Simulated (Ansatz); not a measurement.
A distorted cell of AlSb (zinc blende):

```xyz
4
Lattice="0.0000 6.2255 6.2255 3.1128 0.0000 3.1128 3.1128 3.1128 0.0000" Properties=species:S:1:pos:R:3 pbc="T T T"
Sb     4.5444     4.5444     4.7938
Sb     4.6691     7.7819     7.7819
Al     0.0000     0.0000     0.0000
Al     3.1128     6.2255     3.1128
```

Method: PBE (plane waves to 420 eV, PAW, scalar-relativistic; Ansatz, an electronic-structure program). k mesh 5×10×10 (Γ-centred), Fermi-Dirac smearing 0.05 eV. The energy includes the smearing's −TS. Stress and pressure are positive under compression. AlSb was relaxed with its symmetry unable to fall. Spin-orbit coupling is left out, though Sb is heavy.

Q: What forces act on the atoms (eV/Å, Cartesian)?

A: 
| atom | Fx | Fy | Fz |
|---|---|---|---|
| Sb1 | 1.300 | 1.206 | -1.300 |
| Sb2 | -0.043 | 0.035 | 0.043 |
| Al3 | -0.221 | 0.084 | 0.221 |
| Al4 | -1.036 | -1.325 | 1.036 |

Q: What is the stress tensor (GPa)?

A: 
```
   0.50     1.51    -1.52
   1.51     0.45    -1.51
  -1.52    -1.51     0.50
```
The pressure, a third of the trace, is 0.48 GPa.

Q: In it atom 1 sits (-0.125, -0.125, 0.125) Å away from its relaxed site. What is its energy relative to the relaxed cell?

A: 216 meV/cell.

(A displaced cell: forces are minus the slopes of the energy, force constants its curvatures, and phonons follow from these.)
